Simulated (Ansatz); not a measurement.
# Ti (Im-3m) in Ansatz: further runs

One crystal, Ti, is run at these levels: LDA, PBE, PBEsol; tasks: elastic constants, phonons, band structure.

Everything below comes from runs of Ansatz 0.2.0. Logs are shortened: lines on timing, memory, paths and dates and some standing lists are left out, and cuts for length are marked.

### 1 The structure

Symmetry: Im-3m, No. 229, cubic system. The conventional cell has a = 3.282 Å, b = 3.282 Å, c = 3.282 Å, α = 90.00°, β = 90.00°, γ = 90.00°. Ti (site symmetry m-3m) has 8 Ti at 2.84 Å as nearest neighbours.

This isn't the form of Ti at room conditions, which is hcp.

### 2 Elastic constants, LDA

File input.yaml:

```yaml
crystal:
  lattice:
    - [-1.641, 1.641, 1.641]
    - [1.641, -1.641, 1.641]
    - [1.641, 1.641, -1.641]
  atoms:
    - { symbol: Ti, position: [0.0, 0.0, 0.0] }
kpoints:
  mp_grid: { grid: [8, 8, 8] }
scf:
  occupations: { method: fermi_dirac, width: 0.05 }
hamiltonian:
  xc: lda
  pseudopotentials: { kind: all_electron, lapw: { basis_error: 0.001 } }
output:
  forces: true
  stress: true
elastic:
  mode: relaxed_ion
  stencil: two_point
```

Potentials or basis: all-electron LAPW, scalar-relativistic.

Launch:

```bash
$ ansatz run input.yaml --threads 1 --pin off --max-ram 3072MiB --backend cpu --events-out ev --progress --plain --runs-dir out
```

Standard output:

```text
Warning: RAYON_NUM_THREADS=1 ignored (pool sized by the plan → 1); use --threads N
LAPW: plane waves up to 7.933 Å⁻¹, error target 1.0e-3 eV per atom; small_component_spin mean_spin; Ti in spheres of 1.379 Å, 12 of its electrons in bands, Dirac shells [] (how accurate: hamiltonian.pseudopotentials.lapw.basis_error, Limitations)
Engine: ansatz 0.2.0, aarch64-unknown-linux-gnu
Pseudopotentials: kind: all_electron
Pseudopotential: Ti, LAPW, valence charge 12, lapw/all_electron/scalar/gaussian/Ti, Koelling and Harmon's equation, gaussian nucleus
Functional definition: SPW92
  exchange = slater_x
  correlation = pw_c
Crystal: 1 atoms, lattice volume = 17.676 Å³
Basis set: ecut = 239.78271192501987 eV, 141 PW (Γ), exchange–correlation at level 2
Bands: 10, of which v1, the nominal top of the filled ones, is band 6 counted from 1 (5 counted from 0)
Symmetry: 48 space group operations
Space group: Im-3m (ITA 229), of the structure as read, at distance tolerance 2.6e-5 Å
k-points: 29 of 512
Non-local potential: Ti, projectors of the file, none
Initial density: superposition of atomic densities (chi_scale 0.1, normalization cell)
Initial wavefunctions: plane waves of lowest kinetic energy (no species holds an atomic orbital)
Functional: x = slater, c = lda
iter 1 solved again at ethr=6.00e-4 eV; its pass at ethr=1.00e-1 eV (dr2=7.20e-2 eV) is discarded
SCF iter   1: F=—  HF=-23184.064721 eV  |F-HF|=—  |Δ(HF+E_count)|=         —  Δρ=2.26e-2  dr2=7.25e-2  ethr=6.00e-4  ⟨swp⟩=2.8  Hψ=2111  notcnv=0
preconditioner: auto → none  [metal: Δε(μ)=0.053 eV  Ē_g=4.365 eV  σ=0.050 eV  W_gap=0.26  n_scr=0 (ndim 8)  ℏωp=17.7 eV  f_vac=0.000  D(μ)=2.55/eV (n_scr^D=42)]
iter 2 solved again at ethr=3.71e-6 eV; its pass at ethr=6.00e-4 eV (dr2=4.45e-4 eV) is discarded
SCF iter   2: F=—  HF=-23183.936638 eV  |F-HF|=—  |Δ(HF+E_count)|=   1.28e-1  Δρ=1.97e-3  dr2=4.43e-4  ethr=3.71e-6  ⟨swp⟩=2.6  Hψ=1583  notcnv=0
SCF iter   3: F=—  HF=-23183.920144 eV  |F-HF|=—  |Δ(HF+E_count)|=   1.65e-2  Δρ=2.40e-3  dr2=7.96e-4  ethr=3.69e-6  ⟨swp⟩=3.0  Hψ=1009  notcnv=0
SCF iter   4: F=—  HF=-23183.919933 eV  |F-HF|=—  |Δ(HF+E_count)|=   2.11e-4  Δρ=2.13e-4  dr2=5.68e-6  ethr=3.69e-6  ⟨swp⟩=2.1  Hψ=856  notcnv=0
SCF iter   5: F=—  HF=-23183.919933 eV  |F-HF|=—  |Δ(HF+E_count)|=   8.77e-8  Δρ=6.84e-6  dr2=5.55e-9  ethr=4.73e-8  ⟨swp⟩=2.0  Hψ=853  notcnv=0
SCF iter   6: F=—  HF=-23183.919933 eV  |F-HF|=—  |Δ(HF+E_count)|=   1.28e-7  Δρ=1.08e-6  dr2=1.11e-10  ethr=4.63e-11  ⟨swp⟩=3.0  Hψ=933  notcnv=0
SCF iter   7: F=—  HF=-23183.919933 eV  |F-HF|=—  |Δ(HF+E_count)|=   1.49e-9  Δρ=7.76e-8  dr2=5.13e-13  ethr=1.00e-12  ⟨swp⟩=2.2  Hψ=859  notcnv=0
SCF iter   8: F=-23183.919933 eV  HF=-23183.919933 eV  |F-HF|=1.82e-11  |Δ(HF+E_count)|=  3.64e-11  Δρ=2.62e-9  dr2=5.79e-16  ethr=1.00e-12  ⟨swp⟩=2.0  Hψ=853  notcnv=0
SCF 1 converged in 8 iterations: F = -23183.919933 eV  dr2 = 5.79e-16
Crystal: 1 atoms, lattice volume = 17.641 Å³
Basis set: ecut = 240.10295600708716 eV, 141 PW (Γ), exchange–correlation at level 2
Symmetry: 16 space group operations
k-points: 59 of 512
Initial density: handed on by an earlier stage of this run
Initial wavefunctions: plane waves of lowest kinetic energy (no species holds an atomic orbital; no wavefunctions were taken with the density)
[... 48 lines left out ...]
SCF converged after 8 iterations
Free energy (F): -23183.919933 eV
Harris-Foulkes:  -23183.919933 eV  (|F-HF|=1.82e-11)
Internal energy: -23183.900808 eV  (E = F + TS)
E sigma→0 (E₀):  -23183.910370 eV
Entropy (-TS):   -0.019124 eV (-19.124 meV/atom)
Fermi energy:    12.951170 eV
--- Per-component energies (eV) ---
  E_band       = -156.062190
  E_kinetic    = 23391.388513
  E_xc         = -1097.304904
  E_electrostatic = -45477.984417  (all electrons and nuclei)
  E_smearing   = -0.019124  (= −TS)
  E_closure    = 0.000000  (closes the sum)
  E_atoms      = -23176.557099  (free atoms, spherical and without spin; not in F)
  Σ components = -23183.919933   (vs F -23183.919933, Δ=0.00e0)
  Basis errors (estimates in eV, not in F): energy 1.3e-4 per atom: plane waves 1.2e-4 (6.5e-5 summed), levels above the bands 2.8e-70, relativity 3.7e-9, radial functions 7.0e-6, core shells 1.0e-7; eigenvalues (radial functions only) 5.0e-7; not estimated: angular momenta, meshes, grids; target (lapw.basis_error) 1.0e-3; muffin-tin radii Ti 1.379 Å
--- Forces (eV/Å), atoms counted from 1 ---
  atom   1  Ti    -0.00000000     0.00000000     0.00000000
  max |Σ_I F_I| component: 3.39e-32 eV/Å
--- Stress (GPa, compression-positive) ---
      -10.886383      -0.000000       0.000000
       -0.000000     -10.886383      -0.000000
        0.000000      -0.000000     -10.886383
  P = ⅓ Tr σ = -10.8864 GPa (-108.864 kbar)
--- Band table (eV; the first three rows and the last of 29) ---
  k-point 0: bands = ["-42.9804", "-19.1650", "-19.1650", "-19.1650", "7.1224", "13.8945", "13.8945", "13.8945", "15.6361", "15.6361"]
  k-point 1: bands = ["-42.9616", "-19.2650", "-19.1960", "-19.1655", "7.6383", "13.6697", "13.8056", "14.2716", "15.4188", "15.6533"]
  k-point 2: bands = ["-42.9160", "-19.5011", "-19.2701", "-19.1669", "8.9743", "13.1700", "13.3959", "15.2860", "15.3501", "15.7345"]
  k-point 28: bands = ["-42.7598", "-19.6186", "-19.6186", "-19.6186", "10.9074", "10.9074", "16.7944", "16.7944", "16.7944", "21.1941"]
--- Elastic constants: 2 strain directions × 2 members + reference (group order 48) ---
  dense FFT box of the reference and of every strained cell: 16×16×16
  strains applied: 11, 23; error gains: componentwise 1.00 (the most a stress slope's error grows in a printed constant), spectral 1.73 (1 for all six strains in a standard setting)
  C = ∂σ_k/∂η_j (tension-positive GPa; Voigt order 11 22 33 23 13 12):
        66.951     92.210     92.210     -0.000     -0.000     -0.000
        92.210     66.951     92.210      0.000      0.000      0.000
        92.210     92.210     66.951      0.000      0.000      0.000
         0.000      0.000     -0.000     46.357     -0.000      0.000
         0.000     -0.000     -0.000      0.000     46.357     -0.000
        -0.000      0.000      0.000      0.000      0.000     46.357
  reference stress σ⁰ (GPa):     10.886     10.886     10.886      0.000     -0.000      0.000
  no Pulay correction (none for the plane-wave cutoff is built on LAPW): the batch's stresses and constants are at fixed plane waves
  C* (energy form; C + prestress term) asymmetry max|C*_kj − C*_jk| = 1.421e-14 GPa — a small one proves nothing (zero by symmetry where the batch's group is 432, −43m or m−3m); a large one is finite-difference/SCF noise where every solve meets its electron count
  moduli (Voigt/Reuss/Hill, GPa): K = 83.79/83.79/83.79   G = 22.76/-53.40/-15.32   E = -48.93   ν = 0.597
  mechanically stable: NO (min eigenvalue of sym C = -25.26 GPa)
  where every solve meets its electron count the energy-path curvature estimates C_jj along a normal strain and C_jj − ¼(σ⁰_aa + σ⁰_bb) along a shear (ab), closely only under elastic.basis: deformed
  strain η (Voigt 11):  stress-route row diagonal C_11 = 66.95 GPa, energy-path curvature d²(F+E_count)/dδ²/Ω₀ = 66.92 GPa
         δ    σ_11 (GPa)             F (eV)   n_scf  n_hpsi   n_pw
    -2.000e-3      10.7515      -23183.9223197       6   16390    164   relax 0 steps, max|allowed force component| 0.00e0 eV/Å
     2.000e-3      11.0193      -23183.9175157       6   16560    164   relax 0 steps, max|allowed force component| 0.00e0 eV/Å
  strain η (Voigt 23):  stress-route row diagonal C_44 = 46.36 GPa, energy-path curvature d²(F+E_count)/dδ²/Ω₀ = 40.92 GPa
         δ    σ_23 (GPa)             F (eV)   n_scf  n_hpsi   n_pw
    -2.000e-3      -0.0927      -23183.9199235       8   32404    164   relax 0 steps, max|allowed force component| 0.00e0 eV/Å
     2.000e-3       0.0927      -23183.9199235       7   29341    164   relax 0 steps, max|allowed force component| 0.00e0 eV/Å
```

elastic_members.tsv:

```text
[... 12 lines left out ...]
3	2.0000000000e-3	1.0886035567e1	1.0886406034e1	1.0886406034e1	9.2714292190e-2	-4.5164168069e-16	6.9483335492e-16	-2.3183919923e4	-2.3183910360e4	7	29341	164	0	0.0000000000e0	0.0000000000e0	nan	nan	nan	nan	nan	nan	nan	0.0000000000e0
```

It took 14 s on 1 thread of Arm Neoverse V1, shared host; peak memory 0.25 GiB.

What came out:

```
Free energy                     : -23183.9199 eV
Pressure                        : -10.9 GPa
Band gap on the k mesh          : none (metal or under the smearing width)
Elastic constants C11, C12, C44 : 67, 92, 46 GPa
Voigt bulk modulus              : 84 GPa
```

Elastic tensor in Voigt notation (GPa, in the Cartesian axes of the cell as first typed):
```
67 92 92  0  0  0
92 67 92  0  0  0
92 92 67  0  0  0
 0  0  0 46  0  0
 0  0  0  0 46  0
 0  0  0  0  0 46
```

Caveat: the k mesh is thin for a metal, which can move the energy by tens of meV per atom; a metal's response needs a denser mesh; the cell is more than 3 GPa from zero pressure, which shifts response properties; the elastic tensor has a negative eigenvalue, so either the cell is unstable as it stands or the mesh is too thin.

### 3 Phonons, PBE

input.yaml, as its differences from that of step 2:

```diff
@@ -12,9 +12,16 @@
 hamiltonian:
-  xc: lda
+  xc: pbe
   pseudopotentials: { kind: all_electron, lapw: { basis_error: 0.001 } }
-output:
-  forces: true
-  stress: true
-elastic:
-  mode: relaxed_ion
-  stencil: two_point
+output: {}
+phonons:
+  method: fd
+  supercell: [2, 2, 2]
+  qpath:
+    path:
+      - [0.0, 0.0, 0.0]
+      - [0.5, -0.5, 0.5]
+      - [0.0, 0.0, 0.5]
+      - [0.0, 0.0, 0.0]
+      - [0.25, 0.25, 0.25]
+      - [0.5, -0.5, 0.5]
+    npoints: 8
```

Potentials or basis: all-electron LAPW, scalar-relativistic.

Launch:

```bash
$ ansatz run input.yaml --threads 1 --pin off --max-ram 3072MiB --backend cpu --events-out ev --progress --plain --runs-dir out
```

Standard output:

```text
Warning: RAYON_NUM_THREADS=1 ignored (pool sized by the plan → 1); use --threads N
LAPW: plane waves up to 7.945 Å⁻¹, error target 1.0e-3 eV per atom; small_component_spin mean_spin; Ti in spheres of 1.379 Å, 12 of its electrons in bands, Dirac shells [] (how accurate: hamiltonian.pseudopotentials.lapw.basis_error, Limitations)
[... 3 set-up lines as earlier in the session ...]
Functional definition: PBE
  parameter kappa = 0.804
  parameter beta = 0.06672455060314922
[... 74 lines left out ...]
--- Phonons: 1 displaced member + reference (amplitude 0.01 Å, Σ member SCF iterations 10) ---
  symmetry images taken by strict's conditions (phonons.symmetry_images: auto; settled by no image being taken that strict refuses)
  ASR residual: 2.295e-5 → 0.000e0 eV/Å²; symmetrization residual: 8.882e-16 eV/Å²
  largest component of a force at the reference: 3.8e-30 eV/Å
  ASR residual per site (eV/Å²): 2.29e-5
  Γ frequencies (cm⁻¹): 0.00 0.00 0.00
  density of states and harmonic sums: on the 26×26×26 q-mesh, interpolated from the force constants of a 2×2×2 supercell (no non-analytic term)
  largest difference from the sums on the solved wave vectors: F 7.42e-2 eV, S 9.65e-5 and C_V 3.13e-5 eV/K
  zero-point energy: 0.017893 eV/cell   skipped modes (ω ≤ 0): 436, of them read as no rigid motion or as one in doubt: 433 (8.648e-1 modes/cell left out, lowest -156.50 cm⁻¹)   left out of the sums: 2.88e-1 of the cell's modes: C_V's classical limit lies that fraction below 3 k_B per atom; for a crystal, a wire or a layer, F and S can be off by more, and a phonons.interpolated_qmesh denser along its periods is the remedy for the sampling
```

phbands.tsv:

```text
# q_distance	omega_0_inv_cm	omega_1_inv_cm	omega_2_inv_cm	omega_0_thz	omega_1_thz	omega_2_thz
# format = ansatz-phbands/1
# lo_to_splitting: not included (the non-analytic LO-TO correction is not applied to the interpolated dynamical matrix; polar crystals: no LO-TO splitting at GAMMA, and LO and other optical branches, acoustic branches and sound speeds, and with them the density of states and the thermodynamics, can be off between the wave vectors that the force constants were sampled on, most near GAMMA; a larger extent of the force constants narrows that region and is not shown to mend the acoustic slopes)
0.000000	0.000000	0.000000	0.000000	0.000000	0.000000	0.000000
0.239305	-48.947819	46.500048	46.500048	-1.467419	1.394036	1.394036
0.478609	-87.079032	89.329263	89.329263	-2.610564	2.678024	2.678024
0.717914	-104.024945	125.481542	125.481542	-3.118589	3.761842	3.761842
0.957219	-87.569388	153.155321	153.155321	-2.625264	4.591481	4.591481
1.196524	55.060679	172.042102	172.042102	1.650678	5.157692	5.157692
[... 33 lines left out ...]
7.730522	181.512999	188.230886	188.230886	5.441623	5.643020	5.643020
7.937766	190.261103	190.261103	190.261103	5.703884	5.703884	5.703884
```

phdos.tsv:

```text
# omega_inv_cm	omega_thz	g_bin_mean(omega)[modes/inv_cm]
# format = ansatz-phdos/2
# interpolated_qmesh = 26 26 26
# force_constants_supercell = 2 2 2
# lo_to_splitting: not included (the non-analytic LO-TO correction is not applied to the interpolated dynamical matrix; polar crystals: no LO-TO splitting at GAMMA, and LO and other optical branches, acoustic branches and sound speeds, and with them the density of states and the thermodynamics, can be off between the wave vectors that the force constants were sampled on, most near GAMMA; a larger extent of the force constants narrows that region and is not shown to mend the acoustic slopes)
# g_bin_mean(omega): the modes in a bin one row spacing wide, centred on omega, divided by that spacing. A flat band (one whose frequency is the same at every q-point) is counted whole in the row whose bin holds it (on the edge of two bins, in the lower row). The modes of the run's own cell are the sum of g_bin_mean times the row spacing in inv_cm (a plain sum, not the trapezoid rule); for a one-atom cell on a GAMMA-only q-mesh every row is zero, so that sum is 0, not 3
-156.498466	-4.691706	1.316012e-5
-155.804947	-4.670915	3.421630e-4
-155.111428	-4.650124	1.169353e-3
-154.417908	-4.629332	1.771862e-3
-153.724389	-4.608541	2.024277e-3
-153.030870	-4.587750	2.296347e-3
[... 493 lines left out ...]
189.567584	5.683093	2.931763e-3
190.261103	5.703884	4.562423e-4
```

Run time: 98 s. Hardware: 1 thread of Arm Neoverse V1, shared host; peak memory 0.54 GiB.

Caveat: the k mesh is thin for a metal, which can move the energy by tens of meV per atom; a metal's response needs a denser mesh.

### 4 Band structure, PBEsol

File input.yaml:

```yaml
crystal:
  lattice:
    - [-1.641, 1.641, 1.641]
    - [1.641, -1.641, 1.641]
    - [1.641, 1.641, -1.641]
  atoms:
    - { symbol: Ti, position: [0.0, 0.0, 0.0] }
kpoints:
  mp_grid: { grid: [11, 11, 11] }
  band_path:
    path:
      - [0.0, 0.0, 0.0]
      - [0.5, -0.5, 0.5]
      - [0.0, 0.0, 0.5]
      - [0.0, 0.0, 0.0]
      - [0.25, 0.25, 0.25]
      - [0.5, -0.5, 0.5]
    npoints: 8
scf:
  occupations: { method: fermi_dirac, width: 0.05 }
hamiltonian:
  xc: pbesol
  pseudopotentials: { kind: all_electron, lapw: { basis_error: 0.001 } }
output:
  forces: true
  stress: true
  eigenvalues: true
```

Potentials or basis: all-electron LAPW, scalar-relativistic.

Launch:

```bash
$ ansatz run input.yaml --threads 1 --pin off --max-ram 3072MiB --backend cpu --events-out ev --progress --plain --runs-dir out
```

Standard output:

```text
Warning: RAYON_NUM_THREADS=1 ignored (pool sized by the plan → 1); use --threads N
LAPW: plane waves up to 7.720 Å⁻¹, error target 1.0e-3 eV per atom; small_component_spin mean_spin; Ti in spheres of 1.421 Å, 12 of its electrons in bands, Dirac shells [] (how accurate: hamiltonian.pseudopotentials.lapw.basis_error, Limitations)
[... 3 set-up lines as earlier in the session ...]
Functional definition: PBEsol
  exchange = pbesol_x
  correlation = pbesol_c
Crystal: 1 atoms, lattice volume = 17.676 Å³
Basis set: ecut = 227.09257632286267 eV, 141 PW (Γ), exchange–correlation at level 2
Bands: 10, of which v1, the nominal top of the filled ones, is band 6 counted from 1 (5 counted from 0)
[... 2 set-up lines as earlier in the session ...]
k-points: 56 of 1331
[... 3 set-up lines as earlier in the session ...]
Functional: x = pbesol(κ = 0.804, μ = 0.12345679012345678), c = pbesol(β = 0.046)
iter 1 solved again at ethr=6.24e-4 eV; its pass at ethr=1.00e-1 eV (dr2=7.49e-2 eV) is discarded
SCF iter   1: F=—  HF=-23207.631329 eV  |F-HF|=—  |Δ(HF+E_count)|=         —  Δρ=2.36e-2  dr2=7.54e-2  ethr=6.24e-4  ⟨swp⟩=2.8  Hψ=4120  notcnv=0
preconditioner: auto → none  [metal: Δε(μ)=0.026 eV  Ē_g=4.442 eV  σ=0.050 eV  W_gap=0.13  n_scr=0 (ndim 8)  ℏωp=17.7 eV  f_vac=0.000  D(μ)=2.74/eV (n_scr^D=42)]
iter 2 solved again at ethr=6.26e-6 eV; its pass at ethr=6.24e-4 eV (dr2=7.51e-4 eV) is discarded
SCF iter   2: F=—  HF=-23207.474130 eV  |F-HF|=—  |Δ(HF+E_count)|=   1.57e-1  Δρ=2.42e-3  dr2=7.49e-4  ethr=6.26e-6  ⟨swp⟩=2.4  Hψ=3054  notcnv=0
SCF iter   3: F=—  HF=-23207.451544 eV  |F-HF|=—  |Δ(HF+E_count)|=   2.26e-2  Δρ=2.48e-3  dr2=8.08e-4  ethr=6.24e-6  ⟨swp⟩=3.0  Hψ=1972  notcnv=0
SCF iter   4: F=—  HF=-23207.451319 eV  |F-HF|=—  |Δ(HF+E_count)|=   2.25e-4  Δρ=1.66e-4  dr2=3.10e-6  ethr=6.24e-6  ⟨swp⟩=2.0  Hψ=1648  notcnv=0
SCF iter   5: F=—  HF=-23207.451319 eV  |F-HF|=—  |Δ(HF+E_count)|=   8.14e-7  Δρ=1.95e-5  dr2=4.72e-8  ethr=2.59e-8  ⟨swp⟩=2.1  Hψ=1653  notcnv=0
SCF iter   6: F=-23207.451318 eV  HF=-23207.451318 eV  |F-HF|=8.16e-9  |Δ(HF+E_count)|=   4.06e-7  Δρ=1.98e-6  dr2=3.88e-10  ethr=3.93e-10  ⟨swp⟩=2.8  Hψ=1727  notcnv=0
SCF 1 converged in 6 iterations: F = -23207.451318 eV  dr2 = 3.88e-10
NSCF: frozen V_eff on 41 k-points
SCF converged after 6 iterations
Free energy (F): -23207.451318 eV
Harris-Foulkes:  -23207.451318 eV  (|F-HF|=8.16e-9)
Internal energy: -23207.428772 eV  (E = F + TS)
E sigma→0 (E₀):  -23207.440045 eV
Entropy (-TS):   -0.022547 eV (-22.547 meV/atom)
Fermi energy:    13.129112 eV
--- Per-component energies (eV) ---
  E_band       = -155.538554
  E_kinetic    = 23426.174351
  E_xc         = -1121.338107
  E_electrostatic = -45512.265016  (all electrons and nuclei)
  E_smearing   = -0.022547  (= −TS)
  E_closure    = 0.000000  (closes the sum)
  E_atoms      = -23200.354998  (free atoms, spherical and without spin; not in F)
  Σ components = -23207.451318   (vs F -23207.451318, Δ=0.00e0)
  Basis errors (estimates in eV, not in F): energy 1.2e-4 per atom: plane waves 1.0e-4 (5.4e-5 summed), levels above the bands 5.6e-70, relativity 4.0e-9, radial functions 1.2e-5, core shells 4.2e-8; eigenvalues (radial functions only) 9.9e-7; not estimated: angular momenta, meshes, grids; target (lapw.basis_error) 1.0e-3; muffin-tin radii Ti 1.421 Å
--- Forces (eV/Å), atoms counted from 1 ---
  atom   1  Ti     0.00000000     0.00000000     0.00000000
  max |Σ_I F_I| component: 2.92e-32 eV/Å
--- Stress (GPa, compression-positive) ---
       -6.778438      -0.000000       0.000000
       -0.000000      -6.778438      -0.000000
        0.000000      -0.000000      -6.778438
  P = ⅓ Tr σ = -6.7784 GPa (-67.784 kbar)
--- Band table (eV; the first three rows and the last of 56) ---
  k-point 0: bands = ["-43.1495", "-19.1357", "-19.1357", "-19.1357", "7.2355", "14.1125", "14.1125", "14.1125", "15.8523", "15.8523"]
  k-point 1: bands = ["-43.1396", "-19.1892", "-19.1522", "-19.1360", "7.5119", "13.9881", "14.0721", "14.3137", "15.7165", "15.8605"]
  k-point 2: bands = ["-43.1130", "-19.3307", "-19.1963", "-19.1368", "8.2877", "13.6711", "13.8575", "14.8862", "15.5430", "15.8962"]
  k-point 55: bands = ["-42.9387", "-19.5824", "-19.5725", "-19.5725", "11.1535", "11.1649", "16.7455", "16.7455", "16.9396", "20.7868"]
```

Run time: 5 s. Hardware: 1 thread of Arm Neoverse N1, shared host; peak memory 0.22 GiB.

Results:

```yaml
Free_energy: -23207.4513 eV
Pressure: -6.8 GPa
Band_gap_along_the_path: none (metal or under the smearing width)
```

Levels at the corners of the path, in eV from the Fermi level:
| point | band 2 | band 3 | band 4 | band 5 | band 6 | band 7 | band 8 | band 9 | band 10 |
| --- | --- | --- | --- | --- | --- | --- | --- | --- | --- |
| Γ | -32.26 | -32.26 | -32.26 | -5.89 | 0.98 | 0.98 | 0.98 | 2.72 | 2.72 |
| H | -32.71 | -32.71 | -32.71 | -2.04 | -2.04 | 3.88 | 3.88 | 3.88 | 8.21 |
| N | -32.91 | -32.47 | -32.27 | -2.41 | -0.38 | 1.10 | 2.71 | 3.05 | 4.22 |
| Γ | -32.26 | -32.26 | -32.26 | -5.89 | 0.98 | 0.98 | 0.98 | 2.72 | 2.72 |
| P | -32.58 | -32.58 | -32.58 | -0.60 | -0.60 | -0.60 | 3.11 | 3.11 | 8.95 |
| H | -32.71 | -32.71 | -32.71 | -2.04 | -2.04 | 3.88 | 3.88 | 3.88 | 8.21 |

(Continued in part 2 of 2.)
